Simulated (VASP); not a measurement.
# Gd (Im-3m) in VASP: a series of runs, part 2 of 2

VASP 6.6.1.

## (3) Single point, PBE, collinear spin, ferromagnetic start

The input, INCAR:

```
ADDGRID = False
ALGO = Normal
EDIFF = 1E-5
ENCUT = 450
GGA = PE
ISIF = 2
ISMEAR = 0
ISPIN = 2
LASPH = True
LCHARG = False
LMAXMIX = 6
LORBIT = 11
LREAL = False
LWAVE = False
MAGMOM = 7
NELM = 100
PREC = Accurate
SIGMA = 0.2
```

The input, KPOINTS:

```
k-points
0
Gamma
  5 5 5
```

The input, POSCAR:

```
Gd
1.0
   -2.0250000000      2.0250000000      2.0250000000
    2.0250000000     -2.0250000000      2.0250000000
    2.0250000000      2.0250000000     -2.0250000000
Gd
1
Direct
    0.0000000000      0.0000000000      0.0000000000
```

Potentials or basis: VASP PAW PBE potentials, release 64 (Gd).

On the command line:

```console
> cat potpaw_PBE.64/Gd/POTCAR > POTCAR
> mpirun -np 1 vasp_std > vasp.out
```

OUTCAR:

```text
EDIFF = 1E-5
   ENCUT = 450
   GGA = PE
   ISIF = 2
   ISMEAR = 0
   ISPIN = 2
   LASPH = True
   LORBIT = 11
   LREAL = False
   NELM = 100
   PREC = Accurate

 Found     10 irreducible k-points:

 Following reciprocal coordinates:
            Coordinates               Weight
  0.000000  0.000000  0.000000      1.000000
  0.200000  0.000000  0.000000     12.000000
  0.400000  0.000000  0.000000     12.000000
  0.200000  0.200000  0.000000     24.000000
  0.400000  0.200000 -0.000000     24.000000
  0.200000  0.200000  0.200000      8.000000
   k-points           NKPTS =     10   k-points in BZ     NKDIM =     10   number of bands    NBANDS=     17
   number of dos      NEDOS =    301   number of ions     NIONS =      1
[... 326 lines left out ...]
  Total        0.6756656      0.6756656      0.6756656     -0.0000000     -0.0000000      0.0000000
  in kB       32.5917230     32.5917230     32.5917230     -0.0000000     -0.0000000      0.0000000
  external PRESSURE =      32.5917230 kB  Pullay stress =       0.0000000 kB

 VOLUME and BASIS-vectors are now :
 -----------------------------------------------------------------------------
  energy-cutoff  :      450.00
  volume of cell :       33.22
      direct lattice vectors                 reciprocal lattice vectors
    -2.025000000  2.025000000  2.025000000     0.000000000  0.246913580  0.246913580
     2.025000000 -2.025000000  2.025000000     0.246913580  0.000000000  0.246913580
     2.025000000  2.025000000 -2.025000000     0.246913580  0.246913580  0.000000000

 POSITION                                       TOTAL-FORCE (eV/Angst)
 -----------------------------------------------------------------------------------
      0.00000      0.00000      0.00000        -0.000000      0.000000      0.000000
 -----------------------------------------------------------------------------------
    total drift:                                0.000000      0.000000      0.000000

  FREE ENERGIE OF THE ION-ELECTRON SYSTEM (eV)
  ---------------------------------------------------
  free  energy   TOTEN  =       -11.6364515455 eV

  energy  without entropy=      -11.5970458916  energy(sigma->0) =      -11.61674872

 total charge

# of ion       s       p       d       f       tot
--------------------------------------------------
    1        2.070   5.557   0.594   6.993  15.213

 magnetization (x)

# of ion       s       p       d       f       tot
--------------------------------------------------
    1        0.003  -0.057   0.274   6.812   7.031
```

OSZICAR:

```text
N       E                     dE             d eps       ncg     rms          rms(c)
DAV:   1     0.894714745212E+02    0.89471E+02   -0.62314E+03   864   0.505E+03
DAV:   2     0.209460881153E+01   -0.87377E+02   -0.79542E+02   857   0.322E+02
[... 12 lines left out ...]
DAV:  15    -0.116452191493E+02    0.20733E-02   -0.83366E-04  1036   0.695E-01    0.234E+00
DAV:  16    -0.116395281515E+02    0.56910E-02   -0.34405E-03  1117   0.137E+00    0.133E+00
DAV:  17    -0.116364666836E+02    0.30615E-02   -0.48998E-03   921   0.158E+00    0.753E-01
DAV:  18    -0.116364404854E+02    0.26198E-04   -0.55197E-04  1229   0.159E-01    0.121E+00
DAV:  19    -0.116364539049E+02   -0.13420E-04   -0.11303E-05   722   0.224E-02    0.133E+00
DAV:  20    -0.116364515455E+02    0.23594E-05   -0.70732E-07   359   0.113E-02
   1 F= -.11636452E+02 E0= -.11616749E+02  d E =-.394057E-01  mag=     7.7654
```

It took 16 s on 1 thread of Intel Xeon Platinum 8559C (Emerald Rapids), shared host; peak memory 0.15 GiB.

The run converged, but some of its settings lie outside the range that counts as converged, so its numbers aren't taken as properties of the crystal.

What came out:

```yaml
Free_energy: -11.6365 eV
Pressure: 3.3 GPa
Band_gap_on_the_k_mesh: none (metal or under the smearing width)
Net_moment: 7.76 μB per cell
Site_moments: Gd +7.03 μB
Valence_electrons_inside_the_program's_atomic_spheres: Gd 15.21
```

Caveat: the k mesh is coarse (spacing up to 0.44 Å⁻¹), so the values aren't converged; spin-orbit coupling is left out, which moves the levels of the heavy elements.

## (4) Single point, PBE, collinear spin, ferromagnetic start

INCAR: that of step 3 with these lines changed.

```diff
@@ -1,4 +1,4 @@
-ADDGRID = False
+ADDGRID = True
 ALGO = Normal
-EDIFF = 1E-5
+EDIFF = 1E-6
 ENCUT = 450
```

KPOINTS is that of step 3.

POSCAR is that of step 3.

On the command line:

```console
> cat potpaw_PBE.64/Gd/POTCAR > POTCAR
> mpirun -np 1 vasp_std > vasp.out
```

It took 24 s on 1 thread of Intel Xeon Platinum 8559C (Emerald Rapids), shared host; peak memory 0.22 GiB.

The run converged, but some of its settings lie outside the range that counts as converged, so its numbers aren't taken as properties of the crystal.

What came out:

| Quantity | Value |
| --- | --- |
| Free energy | -11.6366 eV |
| Pressure | 4.4 GPa |
| Band gap on the k mesh | none (metal or under the smearing width) |
| Net moment | 7.77 μB per cell |
| Site moments | Gd +7.03 μB |
| Valence electrons inside the program's atomic spheres | Gd 15.21 |

Caveat: the k mesh is coarse (spacing up to 0.44 Å⁻¹), so the values aren't converged; spin-orbit coupling is left out, which moves the levels of the heavy elements.

## (5) Single point, PBE, collinear spin, ferromagnetic start

INCAR: that of step 4 with these lines changed.

```diff
@@ -1,2 +1,2 @@
-ADDGRID = True
+ADDGRID = False
 ALGO = Normal
@@ -8,3 +8,3 @@
 ISPIN = 2
-LASPH = True
+LASPH = False
 LCHARG = False
```

KPOINTS is that of step 4.

POSCAR is that of step 4.

Potentials or basis: VASP PAW PBE potentials, release 64 (Gd).

On the command line:

```console
> cat potpaw_PBE.64/Gd/POTCAR > POTCAR
> mpirun -np 1 vasp_std > vasp.out
```

OUTCAR:

```text
EDIFF = 1E-6
   ENCUT = 450
   GGA = PE
   ISIF = 2
   ISMEAR = 0
   ISPIN = 2
   LASPH = False
   LORBIT = 11
   LREAL = False
   NELM = 100
   PREC = Accurate

 Found     10 irreducible k-points:

 Following reciprocal coordinates:
            Coordinates               Weight
  0.000000  0.000000  0.000000      1.000000
  0.200000  0.000000  0.000000     12.000000
  0.400000  0.000000  0.000000     12.000000
  0.200000  0.200000  0.000000     24.000000
  0.400000  0.200000 -0.000000     24.000000
  0.200000  0.200000  0.200000      8.000000
   k-points           NKPTS =     10   k-points in BZ     NKDIM =     10   number of bands    NBANDS=     17
   number of dos      NEDOS =    301   number of ions     NIONS =      1
   total plane-waves  NPLWV =  13824
[... 325 lines left out ...]
  Total       -0.1671253     -0.1671253     -0.1671253      0.0000000     -0.0000000      0.0000000
  in kB       -8.0615362     -8.0615362     -8.0615362      0.0000000     -0.0000000      0.0000000
  external PRESSURE =      -8.0615362 kB  Pullay stress =       0.0000000 kB

 VOLUME and BASIS-vectors are now :
 -----------------------------------------------------------------------------
  energy-cutoff  :      450.00
  volume of cell :       33.22
      direct lattice vectors                 reciprocal lattice vectors
    -2.025000000  2.025000000  2.025000000     0.000000000  0.246913580  0.246913580
     2.025000000 -2.025000000  2.025000000     0.246913580  0.000000000  0.246913580
     2.025000000  2.025000000 -2.025000000     0.246913580  0.246913580  0.000000000

 POSITION                                       TOTAL-FORCE (eV/Angst)
 -----------------------------------------------------------------------------------
      0.00000      0.00000      0.00000        -0.000000      0.000000     -0.000000
 -----------------------------------------------------------------------------------
    total drift:                                0.000000      0.000000     -0.000000

  FREE ENERGIE OF THE ION-ELECTRON SYSTEM (eV)
  ---------------------------------------------------
  free  energy   TOTEN  =       -11.6359255473 eV

  energy  without entropy=      -11.6001427311  energy(sigma->0) =      -11.61803414

 total charge

# of ion       s       p       d       f       tot
--------------------------------------------------
    1        2.070   5.557   0.597   6.978  15.202

 magnetization (x)

# of ion       s       p       d       f       tot
--------------------------------------------------
    1        0.003  -0.056   0.278   6.824   7.049
```

OSZICAR:

```text
N       E                     dE             d eps       ncg     rms          rms(c)
DAV:   1     0.894714731125E+02    0.89471E+02   -0.62314E+03   864   0.505E+03
[... 16 lines left out ...]
DAV:  18    -0.116363331341E+02    0.46486E-03   -0.66710E-04  1193   0.477E-01    0.810E-01
DAV:  19    -0.116360560610E+02    0.27707E-03   -0.24332E-04  1063   0.338E-01    0.442E-01
DAV:  20    -0.116359776579E+02    0.78403E-04   -0.14584E-04  1177   0.235E-01    0.294E-01
DAV:  21    -0.116359457523E+02    0.31906E-04   -0.64436E-05  1164   0.156E-01    0.180E-01
DAV:  22    -0.116359237607E+02    0.21992E-04   -0.10909E-04   796   0.249E-01    0.476E-02
DAV:  23    -0.116359251766E+02   -0.14158E-05   -0.21849E-05  1261   0.381E-02    0.923E-02
DAV:  24    -0.116359255473E+02   -0.37076E-06   -0.70939E-07   375   0.197E-02
   1 F= -.11635926E+02 E0= -.11618034E+02  d E =-.357828E-01  mag=     7.7611
```

stdout:

```text
POSCAR found type information on POSCAR Gd
 POSCAR found :  1 types and       1 ions
 scaLAPACK will be used
 LDA part: xc-table for (Slater+PW92), standard interpolation
 POSCAR, INCAR and KPOINTS ok, starting setup
 FFT: planning ... GRIDC
 FFT: planning ... GRID_SOFT
 FFT: planning ... GRID
 WAVECAR not read
 entering main loop
```

It took 12 s on 1 thread of Intel Xeon Platinum 8559C (Emerald Rapids), shared host; peak memory 0.15 GiB.

These settings aren't checked as converged: the numbers below hold their error.

What came out:

| Property | Result |
| --- | --- |
| Free energy | -11.6359 eV |
| Pressure | -0.8 GPa |
| Band gap on the k mesh | none (metal or under the smearing width) |
| Net moment | 7.76 μB per cell |
| Site moments | Gd +7.05 μB |
| Valence electrons inside the program's atomic spheres | Gd 15.20 |

Caveat: the k mesh is coarse (spacing up to 0.44 Å⁻¹), so the values aren't converged; spin-orbit coupling is left out, which moves the levels of the heavy elements.
